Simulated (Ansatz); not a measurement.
# Debugging a many-body input for BN (P6_3/mmc)

Aim: the G0W0 gap of BN (P6_3/mmc). The first input has a fault.

Main program and level: Ansatz 0.2.0; G0W0 on PBE, plane waves, PAW.

## 1. Starting point

Symmetry: P6_3/mmc, No. 194, hexagonal system. The conventional cell has a = 2.504 Å, b = 2.504 Å, c = 6.661 Å, α = 90.00°, β = 90.00°, γ = 120.00°. Nearest to B lie 3 N at 1.45 Å. Nearest to N lie 3 B at 1.45 Å. Farther neighbours and most contacts between anions are not listed.

The cell and positions come from the Crystallography Open Database and are kept as given unless a step says otherwise. The default PAW set here is soft_2. Its files were made with PBE.

## 2. First try

Contents of input.yaml:

```yaml
crystal:
  lattice:
    - [2.50399, 0.0, 0.0]
    - [-1.251995, 2.1685189508, 0.0]
    - [0.0, 0.0, 6.6612]
  atoms:
    - { symbol: B, position: [0.3333333333, 0.6666666667, 0.25] }
    - { symbol: B, position: [0.6666666667, 0.3333333333, 0.75] }
    - { symbol: "N", position: [0.3333333333, 0.6666666667, 0.75] }
    - { symbol: "N", position: [0.6666666667, 0.3333333333, 0.25] }
kpoints:
  mp_grid: { grid: [2, 2, 2] }
hamiltonian:
  xc: pbe
scf:
  occupations: { method: fixed }
gw:
  n_empty_bands: 58
  ecut_chi: 80
  qp_bands: [v2, c2]
  qp_kpoints: band_edges
  screening: { model: contour_deformation }
```

Command:

```
> ansatz run input.yaml --threads 2 --pin off --max-ram 92160MiB --backend cuda --events-out ev --progress --plain --runs-dir out --devices 1 --max-vram 13GiB  # rebuilt from the run's record
```

Numbers of over 12 decimals in the logs are rounded to 6 here.

Log:

```text
GPUs: using 1 of 1 available (devices: 1).
Engine: ansatz 0.2.0, x86_64-unknown-linux-gnu
Pseudopotentials: kind: paw
Pseudopotential: B, paw, valence charge 3, recommended cutoff 420 eV (normal), B.paw.azcp
Pseudopotential: N, paw, valence charge 5, recommended cutoff 420 eV (normal), N.paw.azcp
Functional definition: PBE
  parameter kappa = 0.804
  parameter beta = 0.066725
  exchange = pbe_x(kappa = kappa, mu = beta*pi^2/3)
  correlation = pbe_c(beta = beta)
device memory: the entry about to start is reckoned to put 0.5 GiB on a device that reports 68.5 GiB free (of which the cap on the GPU budget leaves the run 13.0 GiB)
GPU FFT provider: cuFFT
GPU libraries: cuBLAS 13.8.2, cuFFT 12.4.0, cuSOLVER 12.3.4
Crystal: 4 atoms, lattice volume = 36.170 Å³
Basis set: ecut = 420 eV, 713 PW (Γ)
Bands: 12, of which v1, the nominal top of the filled ones, is band 8 counted from 1 (7 counted from 0)
Symmetry: 24 space group operations
Space group: P63/mmc (ITA 194), of the structure as read, at distance tolerance 3.3e-5 Å
k-points: 4 of 8
Non-local potential: B, projectors of the file, l = 0: 2, l = 1: 2, l = 2: 1
Non-local potential: N, projectors of the file, l = 0: 2, l = 1: 2, l = 2: 1
PAW form: soft (Blöchl's): semilocal exchange-correlation on the pseudo side does not see the compensation charge
PAW one-centre angular grid: B, 110 points (default); XC on 64 Gauss nodes
PAW one-centre angular grid: N, 110 points (default); XC on 64 Gauss nodes
Initial density: superposition of atomic densities (neutral atoms: chi_scale 0, normalization atom), corrected by the library's trained network
Initial wavefunctions: pseudopotential atomic-orbital guess
GPU buffer pool allocated for 14580 grid points (all kernels)
GPU transforms: local potential and band sums: pruned to the plane-wave sphere, on 18×18×45
Functional: x = pbe(κ = 0.804, μ = 0.219515), c = pbe(β = 0.066725)
SCF iter   1: F=—  HF=-1081.834362 eV  |F-HF|=—  |Δ(HF+E_count)|=         —  Δρ=2.73e-2  dr2=2.41e-1  ethr=1.77e-3  ⟨swp⟩=5.2  Hψ=252  notcnv=0  defer=7
preconditioner: auto → none  [insulator: Δε(μ)=4.719 eV  Ē_g=14.848 eV  n_scr=4 (ndim 8)  ℏωp=24.7 eV  f_vac=0.023  ε∞_Penn≈3.8]
SCF iter   2: F=—  HF=-1081.772174 eV  |F-HF|=—  |Δ(HF+E_count)|=   6.22e-2  Δρ=1.12e-2  dr2=2.52e-2  ethr=1.51e-3  ⟨swp⟩=2.5  Hψ=112  notcnv=0  defer=8
SCF iter   3: F=—  HF=-1081.767012 eV  |F-HF|=—  |Δ(HF+E_count)|=   5.16e-3  Δρ=3.76e-3  dr2=2.30e-3  ethr=1.57e-4  ⟨swp⟩=2.0  Hψ=81  notcnv=0  defer=8
SCF iter   4: F=—  HF=-1081.767926 eV  |F-HF|=—  |Δ(HF+E_count)|=   9.14e-4  Δρ=3.41e-4  dr2=1.94e-5  ethr=1.44e-5  ⟨swp⟩=2.2  Hψ=78  notcnv=0  defer=8
SCF iter   5: F=—  HF=-1081.767949 eV  |F-HF|=—  |Δ(HF+E_count)|=   2.30e-5  Δρ=5.05e-5  dr2=3.50e-7  ethr=1.21e-7  ⟨swp⟩=2.2  Hψ=72  notcnv=0  defer=4
SCF iter   6: F=-1081.767950 eV  HF=-1081.767950 eV  |F-HF|=1.87e-9  |Δ(HF+E_count)|=   4.86e-7  Δρ=5.01e-6  dr2=5.24e-9  ethr=6.25e-10  ⟨swp⟩=4.8  Hψ=200  notcnv=0
SCF 1 converged in 6 iterations: F = -1081.767950 eV  dr2 = 5.24e-9
[...]
device memory: the entry about to start is reckoned to put 0.7 GiB on a device that reports 68.0 GiB free (of which the cap on the GPU budget leaves the run 13.0 GiB)
NSCF: frozen V_eff on 4 k-points
[...]
device memory: the entry about to start is reckoned to put 0.8 GiB on a device that reports 67.6 GiB free (of which the cap on the GPU budget leaves the run 13.0 GiB)
NSCF: frozen V_eff on 4 k-points
G₀W₀ screening: q 1/4
[... further progress lines ...]
device memory: the entry about to start is reckoned to put 0.3 GiB on a device that reports 65.3 GiB free (of which the cap on the GPU budget leaves the run 13.0 GiB)
NSCF: frozen V_eff on 1 k-points
device memory: the entry about to start is reckoned to put 0.3 GiB on a device that reports 65.3 GiB free (of which the cap on the GPU budget leaves the run 13.0 GiB)
NSCF: frozen V_eff on 1 k-points
SCF converged after 6 iterations
Free energy (F): -1081.767950 eV
Harris-Foulkes:  -1081.767950 eV  (|F-HF|=1.87e-9)
Internal energy: -1081.767950 eV  (E = F + TS)
E sigma→0 (E₀):  -1081.767950 eV
Fermi energy:    4.652132 eV
--- Per-component energies (eV) ---
  E_band       = -30.190155
  E_kinetic    = 375.489061
  E_local      = -704.569074  (includes V_loc(G=0)·N_el)
  E_nonlocal   = 113.967323
  E_hartree    = 230.176701
  E_xc         = -184.415581
  E_vxc        = -228.774090  (∫ρ·V_xc dr)
  E_paw        = -414.541370  (= ΣΔE_a)
  E_vpaw       = -46.655720  (= ΣTr[D̂ρ^β])
  E_aug_tail   = 0.000214  (compensation charges beyond the density's cutoff)
  E_ewald      = -497.875223
  E_smearing   = -0.000000  (= −TS)
  E_closure    = -0.000000  (closes the sum)
  Σ components = -1081.767950   (vs F -1081.767950, Δ=0.00e0)
--- Band table (eV) ---
  k-point 0: bands = [... 4 lower, 3.7866, 3.7866, 3.8235, 3.8235, 10.0593, 15.3397, 16.4570, 16.4570]
  k-point 1: bands = [... 4 lower, 3.8052, 3.8052, 3.8052, 3.8052, 12.4985, 12.4985, 16.5183, 16.5183]
  k-point 2: bands = [... 4 lower, 0.9121, 0.9781, 3.5776, 4.6521, 9.0759, 10.5122, 14.4178, 14.8631]
  k-point 3: bands = [... 4 lower, 0.9446, 0.9446, 4.1311, 4.1311, 9.5668, 9.5668, 14.8197, 14.8197]
--- G₀W₀: contour deformation, 5 samples at zero and on the imaginary axis and 1 off it, 8 q-points, 58 empty bands' worth ---
  eigenvalues of the whole cell's RPA ε∞ on this k-mesh (on a slab, of 1 + 4πα/V) = 2.6438, 9.4644, 9.4644; static W/v taken at q = 0 is -0.375661
  gw.qp_kpoints: band_edges: 4 of 4 stored k-points solved, in 1 pass; an edge of the gap read off the rows below is read off those points alone
    ik  band        ε_KS         Σx   Σc(E_QP)       V_xc       Z   E_QP_lin       E_QP  E_QP is
     0     7      3.8235   -24.6920     4.8868   -19.2111  0.7650     3.2237     3.2294  root
     0     8      3.8235   -24.6920     4.8868   -19.2111  0.7650     3.2237     3.2294  root
     0     9     10.0593    -5.1130    -4.2558    -8.9909  0.8326     9.6823     9.6813  root
     0    10     15.3397    -7.9804    -5.7082   -14.2754  0.6981    15.9417    15.9266  root
     1     7      3.8052   -24.6763     4.8930   -19.1845  0.7646     3.2006     3.2064  root
     1     8      3.8052   -24.6763     4.8930   -19.1845  0.7646     3.2006     3.2064  root
     1     9     12.4985    -6.3967    -4.7654   -11.2191  0.7849    12.5555    12.5555  root
     1    10     12.4985    -6.3967    -4.7654   -11.2191  0.7849    12.5555    12.5555  root
     2     7      3.5776   -19.6903     4.0060   -15.1167  0.7531     3.0037     3.0100  root
     2     8      4.6521   -21.0197     3.8112   -16.8624  0.7702     4.3045     4.3061  root
     2     9      9.0759    -5.0835    -5.0831   -10.6107  0.7975     9.5223     9.5200  root
     2    10     10.5122    -7.0948    -5.2348   -13.1243  0.7663    11.3206    11.3069  root
     3     7      4.1311   -20.3487     3.8873   -15.9940  0.7629     3.6604     3.6638  root
     3     8      4.1311   -20.3487     3.8873   -15.9940  0.7629     3.6604     3.6638  root
     3     9      9.5668    -5.8557    -5.0132   -11.4169  0.7902    10.1189    10.1148  root
     3    10      9.5668    -5.8557    -5.0132   -11.4169  0.7902    10.1189    10.1148  root
```

The job ended after 3.1 s (1 × NVIDIA H100 80GB HBM3 (shared by 6 runs) with 2 threads of AMD EPYC 7R13 (Zen 3), shared host; peak memory 0.99 GiB).

The column dr2 measures how far the density is from self-consistency, as an energy; F and HF (Harris–Foulkes) agree once it is small.

**Diagnosis.**

The run ended normally, though the input holds a fault or crude settings.

The fault: G0W0 on a mesh far too coarse. So few points can't sample the density or the screening, and the band edges may lie elsewhere in the zone.

It printed a gap of 5.21 eV, which is an artefact of the settings.

## 3. A better input

Now the one-shot GW correction: screening in the RPA, then the self-energy of the levels asked for.

Edit input.yaml of step 2 so:

```diff
@@ -11,3 +11,3 @@
 kpoints:
-  mp_grid: { grid: [2, 2, 2] }
+  mp_grid: { grid: [9, 9, 2] }
 hamiltonian:
@@ -17,4 +17,4 @@
 gw:
-  n_empty_bands: 58
-  ecut_chi: 80
+  n_empty_bands: 107
+  ecut_chi: 120
   qp_bands: [v2, c2]
```

Log:

```text
GPUs: using 1 of 1 available (devices: 1).
[...]
GPU FFT provider: cuFFT
GPU libraries: cuBLAS 13.8.2, cuFFT 12.4.0, cuSOLVER 12.3.4
Crystal: 4 atoms, lattice volume = 36.170 Å³
Basis set: ecut = 420 eV, 713 PW (Γ)
Bands: 12, of which v1, the nominal top of the filled ones, is band 8 counted from 1 (7 counted from 0)
Symmetry: 24 space group operations
[...]
k-points: 24 of 162
[...]
GPU buffer pool allocated for 14580 grid points (all kernels)
[...]
SCF iter   1: F=—  HF=-1084.807366 eV  |F-HF|=—  |Δ(HF+E_count)|=         —  Δρ=1.49e-3  dr2=2.05e-4  ethr=1.77e-3  ⟨swp⟩=5.0  Hψ=1592  notcnv=0  defer=43
[...]
SCF iter   6: F=-1084.808775 eV  HF=-1084.808775 eV  |F-HF|=1.91e-10  |Δ(HF+E_count)|=   9.11e-9  Δρ=5.30e-7  dr2=4.90e-11  ethr=2.22e-11  ⟨swp⟩=4.1  Hψ=1286  notcnv=0
SCF 1 converged in 6 iterations: F = -1084.808775 eV  dr2 = 4.90e-11
[...]
0     7      3.4187   -23.6356     3.4454   -19.2169  0.7952     2.4353     2.4454  root
     0     8      3.4187   -23.6356     3.4454   -19.2169  0.7952     2.4353     2.4454  root
     0     9      9.9566    -4.9315    -3.9282    -9.1452  0.8388    10.2428    10.2421  root
     0    10     14.9928    -7.8108    -5.4762   -14.3512  0.7574    16.0836    16.0570  root
     1     7      3.4016   -23.6212     3.4510   -19.1918  0.7951     2.4130     2.4232  root
     1     8      3.4016   -23.6212     3.4510   -19.1918  0.7951     2.4130     2.4232  root
     1     9     12.3026    -6.3522    -4.3957   -11.3770  0.8144    12.9364    12.9317  root
     1    10     12.3026    -6.3522    -4.3957   -11.3770  0.8144    12.9364    12.9317  root
[...]
23     7      4.7125   -20.6116     2.6317   -17.1974  0.7845     3.9234     3.9300  root
    23     8      4.7125   -20.6116     2.6317   -17.1974  0.7845     3.9234     3.9300  root
    23     9      9.3592    -6.1726    -4.5499   -11.5476  0.8101    10.1914    10.1843  root
    23    10      9.3592    -6.1726    -4.5499   -11.5476  0.8101    10.1914    10.1843  root
[key lines of the parts left out:]
SCF converged after 6 iterations
Free energy (F): -1084.808775 eV
Fermi energy:    4.712468 eV
```

The job ended after 13 s (1 × NVIDIA H100 80GB HBM3 (shared by 6 runs) with 2 threads; peak memory 1.1 GiB; 20 s of CPU time).

This step gave:

```yaml
bands_summed: 115
rpa_eps_infinity_on_this_mesh_eigenvalues: 2.521, 4.553, 4.553
plane_waves_in_the_screening_matrix: 107
q_points_in_the_mesh: 162
g0w0_gap_on_the_mesh: 5.909 eV
k_of_the_valence_top: 0.3333, 0.3333, -0.5
k_of_the_conduction_bottom: 0.1111, 0.4444, 0
starting_gap_on_the_mesh: 4.404 eV
z_at_the_valence_top: 0.7845
z_at_the_conduction_bottom: 0.8180
least_direct_g0w0_gap_on_the_computed_points: 6.250 eV
```

The gap on the mesh goes from 4.40 eV to 5.91 eV, a correction of +1.50 eV. Between the two edge states, bare exchange in place of the xc potential would open the gap by 8.50 eV, and correlation takes back 6.99 eV.

## 4. Outcome

```
first try  : converged after 3.1 s
better run : G0W0 gap on the mesh 5.91 eV (9×9×2 mesh, 107 empty bands, screening to 120 eV)
```

The second run differs in: mesh, empty bands and screening cutoff (eV). Bands and cutoff are finite, so the gap is not at the basis limit. The miss can reach some tenths of an eV and take either sign; the mesh is an error of its own. The 9×9×2 mesh is coarse for this cell (its supercell is 13 Å along the shortest edge). The RPA ε∞ on it, from the PBE start, is 2.52 and 4.55; such meshes misread the long-range screening, most where the gap is narrow.

[Paths, hosts, dates, memory and timing lines, banners, echoed tables and standing remarks are left out of the program output.]

[Logs are printed without paths, hosts, clocks, repeated set-up lines and the standing remarks that a program may print on its own settings, such as how far it seeks lower states.]

[Runs of the session that timed out or met a known fault of the program may be left out.]

[Cells called generated may have been cut or substituted from an entry of the Crystallography Open Database or the Materials Project.]

[Hosts, paths, dates, database ids (printed as entryN), source tags and the programs' standing remarks are cut or masked in the printed files.]
